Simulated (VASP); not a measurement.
# GaP (F-43m) in VASP: notebook

Runs on GaP. Level: PBE. Tasks: band structure, optical spectrum, Born charges and dielectric tensor.

All numbers are computed with VASP 6.6.1; they aren't measurements. Logs are shortened: lines on timing, memory, paths and dates and some standing lists are left out, and cuts for length are marked.

**Experimental background.**

From “Stacking defects in GaP nanowires: Electronic structure and optical properties”, 2018, arxiv:1810.01194, for a bulk crystal of GaP at 10 K: band gap 2.34 eV (indirect).

The runs below are set against these values where they give the same quantity.

## (1) The structure

It takes space group F-43m (No. 216, cubic). Conventional cell: a = 5.506 Å, b = 5.506 Å, c = 5.506 Å, α = 90.00°, β = 90.00°, γ = 90.00°. Ga (site symmetry -43m) is surrounded by 4 P at 2.38 Å. Around P (site symmetry -43m) lie 4 Ga at 2.38 Å.

## (2) Band structure, PBE

The input, INCAR:

```
SYSTEM = GaP
ALGO = Normal
EDIFF = 1E-7
ENCUT = 520
GGA = PE
ISIF = 2
ISMEAR = 0
LASPH = .True.
LCHARG = .False.
LREAL = .False.
LWAVE = .False.
NELM = 60
PREC = Accurate
SIGMA = 0.02
```

The input, KPOINTS:

```
k-points
0
Gamma
  10 10 10
  0 0 0
```

The input, POSCAR:

```
GaP                                     
1.0
    0.0000000000      2.7528365043      2.7528365043
    2.7528365043      0.0000000000      2.7528365043
    2.7528365043      2.7528365043      0.0000000000
  Ga              P             
     1     1
Direct
     0.0000000000000000    0.0000000000000000    0.0000000000000000
     0.2500000000000000    0.2500000000000000    0.2500000000000000
```

The input, KPOINTS_OPT:

```
path GXWKGLUWLK,UX
10
line-mode
reciprocal
 0.0000000000  0.0000000000  0.0000000000  G
 0.5000000000  0.0000000000  0.5000000000  X

 0.5000000000  0.0000000000  0.5000000000  X
 0.5000000000  0.2500000000  0.7500000000  W

 0.5000000000  0.2500000000  0.7500000000  W
 0.3750000000  0.3750000000  0.7500000000  K

 0.3750000000  0.3750000000  0.7500000000  K
 0.0000000000  0.0000000000  0.0000000000  G

 0.0000000000  0.0000000000  0.0000000000  G
 0.5000000000  0.5000000000  0.5000000000  L

 0.5000000000  0.5000000000  0.5000000000  L
 0.6250000000  0.2500000000  0.6250000000  U

 0.6250000000  0.2500000000  0.6250000000  U
 0.5000000000  0.2500000000  0.7500000000  W

 0.5000000000  0.2500000000  0.7500000000  W
 0.5000000000  0.5000000000  0.5000000000  L

 0.5000000000  0.5000000000  0.5000000000  L
 0.3750000000  0.3750000000  0.7500000000  K

 0.6250000000  0.2500000000  0.6250000000  U
 0.5000000000  0.0000000000  0.5000000000  X
```

Potentials or basis: VASP PAW PBE potentials, release 64 (Ga_d, P).

On the command line:

```bash
$ cat potpaw_PBE.64/Ga_d/POTCAR potpaw_PBE.64/P/POTCAR > POTCAR
$ mpirun -np 1 vasp_std > vasp.out
```

OUTCAR:

```text
SYSTEM = GaP
   EDIFF = 1E-7
   ENCUT = 520
   GGA = PE
   ISIF = 2
   ISMEAR = 0
   LASPH = .True.
   LREAL = .False.
   NELM = 60
   PREC = Accurate

 ion  position               nearest neighbor table
   1  0.000  0.000  0.000-   2 2.38   2 2.38   2 2.38   2 2.38
   2  0.250  0.250  0.250-   1 2.38   1 2.38   1 2.38   1 2.38

  LATTYP: Found a face centered cubic cell.
 ALAT       =     5.5056730086

  Lattice vectors:

 A1 = (   0.0000000000,   2.7528365043,   2.7528365043)
 A2 = (   2.7528365043,   0.0000000000,   2.7528365043)
 A3 = (   2.7528365043,   2.7528365043,   0.0000000000)

Analysis of symmetry for initial positions (statically):
=====================================================================
 Subroutine PRICEL returns:
 Original cell was already a primitive cell.

 Routine SETGRP: Setting up the symmetry group for a
 face centered cubic supercell.

 Subroutine GETGRP returns: Found 24 space group operations
 (whereof 24 operations were pure point group operations)
 out of a pool of 48 trial point group operations.

The static configuration has the point symmetry T_d .

Analysis of symmetry for dynamics (positions and initial velocities):
=====================================================================
 Subroutine PRICEL returns:
 Original cell was already a primitive cell.

 Routine SETGRP: Setting up the symmetry group for a
 face centered cubic supercell.

 Subroutine GETGRP returns: Found 24 space group operations
 (whereof 24 operations were pure point group operations)
 out of a pool of 48 trial point group operations.

The dynamic configuration has the point symmetry T_d .

 Subroutine INISYM returns: Found 24 space group operations
 (whereof 24 operations are pure point group operations),
 and found     1 'primitive' translations

----------------------------------------------------------------------------------------

                                     Primitive cell

  volume of cell :      41.7226

  direct lattice vectors                    reciprocal lattice vectors
     0.000000000  2.752836504  2.752836504    -0.181630838  0.181630838  0.181630838
     2.752836504  0.000000000  2.752836504     0.181630838 -0.181630838  0.181630838
     2.752836504  2.752836504  0.000000000     0.181630838  0.181630838 -0.181630838

  length of vectors
     3.893098719  3.893098719  3.893098719     0.314593839  0.314593839  0.314593839

  position of ions in fractional coordinates (direct lattice)
     0.000000000  0.000000000  0.000000000
     0.250000000  0.250000000  0.250000000

  ion indices of the primitive-cell ions
   primitive index   ion index
                 1           1
                 2           2

----------------------------------------------------------------------------------------

 KPOINTS: k-points

Automatic generation of k-mesh.
 Grid dimensions read from file:
 generate k-points for:   10   10   10

 Generating k-lattice:

  Cartesian coordinates                     Fractional coordinates (reciprocal lattice)
    -0.018163084  0.018163084  0.018163084     0.100000000  0.000000000  0.000000000
     0.018163084 -0.018163084  0.018163084     0.000000000  0.100000000  0.000000000
     0.018163084  0.018163084 -0.018163084     0.000000000  0.000000000  0.100000000

  Length of vectors
     0.031459384  0.031459384  0.031459384

  Shift w.r.t. Gamma in fractional coordinates (k-lattice)
     0.000000000  0.000000000  0.000000000

 Subroutine IBZKPT returns following result:
 ===========================================

 Found     47 irreducible k-points:

 Following reciprocal coordinates:
            Coordinates               Weight
  0.000000  0.000000  0.000000      1.000000
  0.100000  0.000000  0.000000      8.000000
  0.200000  0.000000  0.000000      8.000000
  0.300000  0.000000  0.000000      8.000000
  0.400000  0.000000  0.000000      8.000000
  0.500000  0.000000  0.000000      4.000000
[... 16 lines left out ...]
  0.300000  0.300000  0.000000      6.000000
  0.400000  0.300000  0.000000     24.000000
 [... further k-points ...]
   k-points           NKPTS =     47   k-points in BZ     NKDIM =     47   number of bands    NBANDS=     13
   number of dos      NEDOS =    301   number of ions     NIONS =      2
   total plane-waves  NPLWV =  27000
   dimension x,y,z NGX =    30 NGY =   30 NGZ =   30
   dimension x,y,z NGXF=    60 NGYF=   60 NGZF=   60
   ions per type =               1   1
   NGX,Y,Z   is equivalent  to a cutoff of  12.81, 12.81, 12.81 a.u.
   NGXF,Y,Z  is equivalent  to a cutoff of  25.62, 25.62, 25.62 a.u.
 SYSTEM =  GaP
   PREC   = accura    normal or accurate (medium, high low for compatibility)
   ISTART =      0    job   : 0-new  1-cont  2-samecut
   ICHARG =      2    charge: 1-file 2-atom 10-const
   ISPIN  =      1    spin polarized calculation?
   LNONCOLLINEAR =      F non collinear calculations
   LSORBIT =      F    spin-orbit coupling
   LASPH  =      T    aspherical Exc in radial PAW
   ENCUT  =  520.0 eV  38.22 Ry    6.18 a.u.   7.24  7.24  7.24*2*pi/ulx,y,z
   NELM   =     60;   NELMIN=  2; NELMDL= -5     # of ELM steps
   EDIFF  = 0.1E-06   stopping-criterion for ELM
   LREAL  =      F    real-space projection
   EDIFFG = 0.1E-05   stopping-criterion for IOM
   NSW    =      0    number of steps for IOM
   IBRION =     -1    ionic relax: 0-MD 1-quasi-New 2-CG
   NFREE  =      0    steps in history (QN), initial steepest desc. (CG)
   ISIF   =      2    stress and relaxation
   ISYM   =      2    0-nonsym 1-usesym 2-fastsym
   POTIM  = 0.5000    time-step for ionic-motion
   TEBEG  =    0.0;   TEEND  =   0.0 temperature during run
   PSTRESS=    0.0 pullay stress
   NELECT =      18.0000    total number of electrons
   NUPDOWN=      -1.0000    fix difference up-down
   EMIN   =  10.00;   EMAX   =-10.00  energy-range for DOS
   EFERMI =   0.00;   METHOD = LEGACY
   ISMEAR =     0;   SIGMA  =   0.02  broadening in eV -4-tet -1-fermi 0-gaus
   EFERMI_NEDOS =   21; number of points for ismear=-14 and -15
   IALGO  =     38    algorithm
   IMIX   =      4    mixing-type and parameters
     AMIX     =   0.40;   BMIX     =  1.00
     AMIX_MAG =   1.60;   BMIX_MAG =  1.00
  volume/ion in A,a.u.               =      20.86       140.78
  Fermi-wavevector in a.u.,A,eV,Ry     =   1.237016  2.337621 20.819745  1.530208
  Thomas-Fermi vector in A             =   2.371600
   LORBIT       =      0    0 simple, 1 ext, 2 COOP (PROOUT), +10 PAW based schemes
   GGA     = PE    functional components
   LHFCALC =     F    Hartree Fock is set to
   AEXX    =    0.0000 exact exchange contribution
   IVDW    =     0    specifies the selected vdW correction
   LEPSILON=     F    determine dielectric tensor
   LRPA    =     F    only Hartree local field effects (RPA)
 non-spin polarized calculation
 Gauss-broadening in eV      SIGMA  =   0.02
  energy-cutoff  :      520.00
  volume of cell :       41.72
 maximum number of plane-waves:      1158
 NGX is ok and might be reduce to    30
   NGX = 15   NGY = 15   NGZ = 15

 number of electron      18.0000003 magnetization

 Free energy of the ion-electron system (eV)
  ---------------------------------------------------
  ext. energy  EPLUGINS =         0.00000000
  ---------------------------------------------------
  free energy    TOTEN  =        -9.12760932 eV

  energy without entropy =       -9.12760932  energy(sigma->0) =       -9.12760932

 E-fermi :   4.4329     XC(G=0):  -9.6963

 val. band max:        4.3478174620   @ k =   0.0000   0.0000   0.0000
 cond. band min:       5.9254975521   @ k =   0.0000   0.0000   0.0000
 fundamental gap:      1.5776800901
 Fermi energy:         4.4329117133

 k-point     1 :       0.0000    0.0000    0.0000
  band No.  band energies     occupation
      1     -10.1544      2.00000
      2     -10.1544      2.00000
      3     -10.1544      2.00000
      4     -10.0636      2.00000
      5     -10.0636      2.00000
      6      -7.9206      2.00000
      7       4.3478      2.00000
      8       4.3478      2.00000
      9       4.3478      2.00000
     10       5.9255      0.00000
     11       8.2442      0.00000
     12       8.2442      0.00000
     13       8.2442      0.00000

 k-point     2 :       0.1000    0.0000    0.0000
  band No.  band energies     occupation
      1     -10.1621      2.00000
      2     -10.1516      2.00000
      3     -10.1516      2.00000
      4     -10.0636      2.00000
      5     -10.0636      2.00000
      6      -7.7956      2.00000
      7       3.1573      2.00000
      8       4.2010      2.00000
      9       4.2010      2.00000
     10       6.5521      0.00000
     11       8.4720      0.00000
     12       8.4720      0.00000
     13       8.5274      0.00000

 k-point     3 :       0.2000    0.0000    0.0000
  band No.  band energies     occupation
      1     -10.1814      2.00000
      2     -10.1448      2.00000
      3     -10.1448      2.00000
      4     -10.0631      2.00000
      5     -10.0631      2.00000
      6      -7.4335      2.00000
      7       1.3941      2.00000
      8       3.8805      2.00000
      9       3.8805      2.00000
     10       6.5516      0.00000
     11       8.9179      0.00000
     12       8.9179      0.00000
     13       9.7621      0.00000
[... 305 lines left out ...]
 k-point    23 :       0.3000    0.3000    0.0000
  band No.  band energies     occupation
      1     -10.2295      2.00000
      2     -10.1165      2.00000
      3     -10.1165      2.00000
      4     -10.0828      2.00000
      5     -10.0507      2.00000
      6      -6.5185      2.00000
      7      -0.1115      2.00000
      8       2.4022      2.00000
      9       2.4022      2.00000
     10       6.2843      0.00000
     11       7.5843      0.00000
     12      11.8523      0.00000
     13      11.8523      0.00000

 k-point    24 :       0.4000    0.3000    0.0000
  band No.  band energies     occupation
      1     -10.2406      2.00000
      2     -10.1112      2.00000
      3     -10.1094      2.00000
      4     -10.0852      2.00000
      5     -10.0488      2.00000
      6      -6.0224      2.00000
      7      -0.9616      2.00000
      8       1.8601      2.00000
      9       2.1916      2.00000
     10       6.4186      0.00000
     11       7.4686      0.00000
     12      11.8301      0.00000
     13      12.3278      0.00000

 [... further k-points ...]

------------------------ aborting loop because EDIFF is reached ----------------------------------------

  FORCE on cell =-STRESS in cart. coord.  units (eV):
  Direction    XX          YY          ZZ          XY          YZ          ZX
  --------------------------------------------------------------------------------------
  -------------------------------------------------------------------------------------
  Total        0.0034275      0.0034275      0.0034275      0.0000000      0.0000000     -0.0000000
  in kB        0.1316197      0.1316197      0.1316197      0.0000000      0.0000000     -0.0000000
  external PRESSURE =       0.1316197 kB  Pullay stress =       0.0000000 kB

 VOLUME and BASIS-vectors are now :
 -----------------------------------------------------------------------------
  energy-cutoff  :      520.00
  volume of cell :       41.72
      direct lattice vectors                 reciprocal lattice vectors
     0.000000000  2.752836504  2.752836504    -0.181630838  0.181630838  0.181630838
     2.752836504  0.000000000  2.752836504     0.181630838 -0.181630838  0.181630838
     2.752836504  2.752836504  0.000000000     0.181630838  0.181630838 -0.181630838

 POSITION                                       TOTAL-FORCE (eV/Angst)
 -----------------------------------------------------------------------------------
      0.00000      0.00000      0.00000        -0.000000     -0.000000     -0.000000
      1.37642      1.37642      1.37642         0.000000      0.000000      0.000000
 -----------------------------------------------------------------------------------
    total drift:                                0.000002      0.000002      0.000002

  FREE ENERGIE OF THE ION-ELECTRON SYSTEM (eV)
  ---------------------------------------------------
  free  energy   TOTEN  =        -9.1276093157 eV

  energy  without entropy=       -9.1276093157  energy(sigma->0) =       -9.12760932
```

It took 41 s on 1 thread of Intel Xeon Platinum 8488C (Sapphire Rapids), shared host; peak memory 0.19 GiB.

What came out:

```
Free energy             : -9.1276 eV
Pressure                : 0.0 GPa
Band gap on the k mesh  : 1.58 eV, direct
Band gap along the path : 1.58 eV, direct
```

Levels at the corners of the path, in eV from the valence-band top:
```csv
point,band 7,band 8,band 9,band 10,band 11,band 12
Γ,0.00,0.00,0.00,1.58,3.90,3.90
X,-6.61,-2.58,-2.58,1.72,1.85,10.37
X,-6.61,-2.58,-2.58,1.72,1.85,10.37
W,-6.42,-3.43,-3.28,4.70,4.73,6.02
W,-6.42,-3.43,-3.28,4.70,4.73,6.02
K,-6.41,-3.78,-2.16,2.21,4.75,8.14
K,-6.41,-3.78,-2.16,2.21,4.75,8.14
Γ,0.00,0.00,0.00,1.58,3.90,3.90
Γ,0.00,0.00,0.00,1.58,3.90,3.90
L,-6.46,-1.07,-1.07,1.58,4.73,4.73
L,-6.46,-1.07,-1.07,1.58,4.73,4.73
U,-6.41,-3.78,-2.16,2.21,4.75,8.14
U,-6.41,-3.78,-2.16,2.21,4.75,8.14
W,-6.42,-3.43,-3.28,4.70,4.73,6.02
W,-6.42,-3.43,-3.28,4.70,4.73,6.02
L,-6.46,-1.07,-1.07,1.58,4.73,4.73
L,-6.46,-1.07,-1.07,1.58,4.73,4.73
K,-6.41,-3.78,-2.16,2.21,4.75,8.14
U,-6.41,-3.78,-2.16,2.21,4.75,8.14
X,-6.61,-2.58,-2.58,1.72,1.85,10.37
```

(Continued in part 2 of 3.)
